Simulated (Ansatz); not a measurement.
Computed with DFT, PBE, plane waves (420 eV) with PAW, scalar-relativistic (Ansatz).

An element in the omega (AlB2-type) structure gives this curve. The cell is scaled uniformly from the relaxed one, with fractional coordinates and shape fixed. Energies are extrapolated to zero smearing, pressures are those at the given smearing. Magnetic state: spin not included.

```tsv
V (Å³/atom)	E − E₀ (meV/atom)	P (GPa)
27.898	45.0	4.58
29.166	17.5	2.63
30.434	3.6	1.14
31.703	0.0	-0.01
32.971	4.5	-0.90
34.239	15.1	-1.58
35.507	30.4	-2.10
```

(1) Which element is it?
A. lutetium
B. antimony
C. thallium
D. tin

Answers

(1) C. Its fit is V₀ = 31.57 Å³/atom, B₀ = 26 GPa, B₀′ = 5.6.
